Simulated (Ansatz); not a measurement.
Ge:

```
Ge
1.0
    -1.60842    1.60842    1.87318
     1.60842   -1.60842    1.87318
     1.60842    1.60842   -1.87318
Ge
1
Direct
  0.50000 0.50000 0.00000
```

The cell was built by a generator and needn't be a form met in nature.

* Program: Ansatz 0.2.0
* Task: relaxation of cell and atoms
* Functional: BLYP
* Potentials or basis: Ansatz PAW
* Cutoff: 420 eV (not typed: the program's choice for these potentials)
* k mesh: 12 × 12 × 12
* Occupations: fermi-dirac, width 0.05 eV
* Spin: no spin polarisation

At the start: volume 19.38 Å³/atom.

Task: How do energy, volume and symmetry change on relaxing?

Result: It ends after 8 steps and the volume is 21.79 Å³/atom (+12.4 %); space group I4/mmm (No. 139, to 0.05 Å).

Step by step:
| step | energy change (eV) | largest force (eV/Å) | volume (Å³) |
| --- | --- | --- | --- |
| 1 | 0.0000 | 0.0000 | 19.38 |
| 2 | -0.0467 | 0.0000 | 22.16 |
| 3 | -0.0483 | 0.0000 | 21.82 |
| 4 | -0.0484 | 0.0000 | 21.76 |
| 5 | -0.0484 | 0.0000 | 21.76 |
| 6 | -0.0490 | 0.0000 | 21.76 |
| 7 | -0.0491 | 0.0000 | 21.79 |
| 8 | -0.0491 | 0.0000 | 21.79 |

Final structure:
```cif
data_structure
_symmetry_space_group_name_H-M 'P 1'
_symmetry_Int_Tables_number 1
_cell_length_a 3.0691
_cell_length_b 3.0691
_cell_length_c 3.0691
_cell_angle_alpha 114.504
_cell_angle_beta 114.504
_cell_angle_gamma 99.817
_cell_volume 21.79
loop_
_atom_site_label
_atom_site_type_symbol
_atom_site_fract_x
_atom_site_fract_y
_atom_site_fract_z
_atom_site_occupancy
Ge1 Ge 0.50000 0.50000 0.00000 1
```

Caveat: the plane-wave basis is chosen anew once the cell has moved, so the energies of steps on either side of that aren't comparable; the PAW data sets come from PBE, with cores solved anew for the run's functional, which leaves a small shift of forces and pressure.
